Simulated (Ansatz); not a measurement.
## A strain series on NaCl (zincblende): uniaxial along z, other directions held

Zincblende NaCl, relaxed with r2SCAN in Ansatz 0.2.0, then strained (uniaxial along z, other directions held; changes of length per length, axes as in the cell below) with the atoms relaxed again within the symmetry that is left. The symmetry is F-43m (No. 216, cubic); a = 6.175 Å in the conventional setting, 29.43 Å³ an atom. Na is surrounded by 4 Cl at 2.67 Å; Cl is surrounded by 4 Na at 2.67 Å. The calculation is spin-unpolarised, and the structure need not be a phase that has been made.

```xyz
2
Lattice="0.0000 3.0873 3.0873 3.0873 0.0000 3.0873 3.0873 3.0873 0.0000" Properties=species:S:1:pos:R:3 pbc="T T T"
Na    0.0000    0.0000    0.0000
Cl    1.5436    1.5436    1.5436
```

Gaps are the least over each mesh (PBE 8×8×8, r2SCAN 8×8×8 when unstrained) and the special points, which keep their unstrained names; stress is the change from the unstrained cell, compression positive.

| strain (%) | gap, PBE (eV) | gap, r2SCAN (eV) | edges, r2SCAN | stress along the strain, r2SCAN (GPa) | energy rise, r2SCAN (meV/atom) |
| --- | --- | --- | --- | --- | --- |
| 0.0 | 4.942 | 5.552 | Γ | 0.00 | 0.0 |
| +1.03 | 4.913 | 5.524 | Γ | -0.20 | 0.2 |
| +2.83 | 4.863 | 5.475 | Γ | -0.56 | 1.4 |

Q: Estimate the row for a strain of +5.8 %.

A:

| strain (%) | gap, PBE (eV) | gap, r2SCAN (eV) | edges, r2SCAN | stress along the strain, r2SCAN (GPa) | energy rise, r2SCAN (meV/atom) |
| --- | --- | --- | --- | --- | --- |
| +5.8 | 4.779 | 5.394 | Γ | -1.12 | 5.9 |
